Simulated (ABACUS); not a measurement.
Here is an ABACUS 3.10.1 calculation.

File INPUT:

```
INPUT_PARAMETERS
suffix              TiB2
calculation         scf
basis_type          lcao
pseudo_dir          ./
orbital_dir         ./
symmetry            1
dft_functional      pbe
ecutwfc             100
pseudo_rcut         10
nspin               1
nbands              13
ks_solver           genelpa
smearing_method     fd
smearing_sigma      0.00367493
scf_thr             1e-07
scf_nmax            100
mixing_type         broyden
mixing_beta         0.7
cal_force           1
cal_stress          1
out_mul             1
```

File STRU:

```
ATOMIC_SPECIES
Ti 47.8670 Ti.upf
B 10.8100 B.upf

NUMERICAL_ORBITAL
Ti_confined-atom_7au_3s2p2d1f.orb
B_confined-atom_7au_2s2p1d.orb

LATTICE_CONSTANT
1.8897261246

LATTICE_VECTORS
3.0292000000 0.0000000000 0.0000000000
-1.5146000000 2.6233641531 0.0000000000
0.0000000000 0.0000000000 3.2284000000

ATOMIC_POSITIONS
Direct

Ti
0.0
1
0.0000000000 0.0000000000 0.0000000000 1 1 1

B
0.0
2
0.6666666667 0.3333333333 0.5000000000 1 1 1
0.3333333333 0.6666666667 0.5000000000 1 1 1
```

Contents of KPT:

```
K_POINTS
0
Gamma
10 10 8 0 0 0
```

Potentials or basis: PseudoDojo NC SR 0.4.1 PBE standard, DZP LCAO (the cutoffs set its grid).

Launch:

```bash
$ OMP_NUM_THREADS=1 mpirun -np 4 abacus > log
```

(1) What does it give for the band gap on the k mesh?

(2) Predict the Mulliken charges.

(3) What does it give for the pressure?

Answers

(1) none (metal or under the smearing width).

(2) Ti +0.40; B -0.20 e.

(3) 1.1 GPa.

Caveat: the atomic orbitals were generated for these runs and aren't a published set; the basis of atomic orbitals isn't converged, which shifts pressures, moduli and gaps.
